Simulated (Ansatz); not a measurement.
**GaSb under changes of volume**

One of the cells (28.625 Å³/atom); the others are scaled copies at fixed shape and fractional positions:

```xyz
2
Lattice="0.0000 3.0590 3.0590 3.0590 0.0000 3.0590 3.0590 3.0590 0.0000" Properties=species:S:1:pos:R:3 pbc="T T T"
Sb    4.5885    4.5885    4.5885
Ga    0.0000    0.0000    0.0000
```

* Program: Ansatz 0.2.0
* Functional: revPBE
* Dispersion: D3(BJ)
* Potentials or basis: Ansatz PAW
* Cutoff: 420 eV (not typed: the program's choice for these potentials)
* k mesh: 8 × 8 × 8
* Occupations: fermi-dirac, width 0.05 eV
* Spin: no spin polarisation

| volume (Å³/atom) | energy over the lowest point (meV/atom) | pressure (GPa) | gap on the mesh (eV) |
| --- | --- | --- | --- |
| 26.907 | 13.52 | 3.2 | 0.56 |
| 27.480 | ? | ? | ? |
| 28.052 | 0.26 | 0.6 | 0.25 |
| 28.625 | 0.00 | -0.4 | 0.11 |
| 29.197 | 3.24 | -1.4 | none |
| 29.770 | 9.61 | -2.2 | none |
| 30.342 | 18.87 | -3.0 | none |

**Question.** What does the run at 27.480 Å³/atom give?

**Answer.** Energy over the lowest point 4.59 meV/atom; pressure 1.8 GPa; gap on the mesh 0.40 eV.

Worked out: A Birch-Murnaghan fit of order 3 (a polynomial in V^(-2/3)) to the other rows has its minimum at 28.38 Å³/atom with B0 = V·E''(V) = 52 GPa and B' = 5.0. It gives 4.62 meV/atom at 27.480 Å³/atom, against the run's 4.59, and -dE/dV = 1.8 GPa, against 1.8.

Energies are extrapolated to zero smearing.

Caveats: the PAW data sets come from PBE, with cores solved anew for the run's functional, which leaves a small shift of forces and pressure; spin-orbit coupling is left out, which moves the levels of the heavy elements (some runs); pairwise dispersion overbinds metals, which lowers pressure and volume (some runs).

A mesh can miss the band edges.

A gap of «none» marks a metal or a gap under the smearing width.
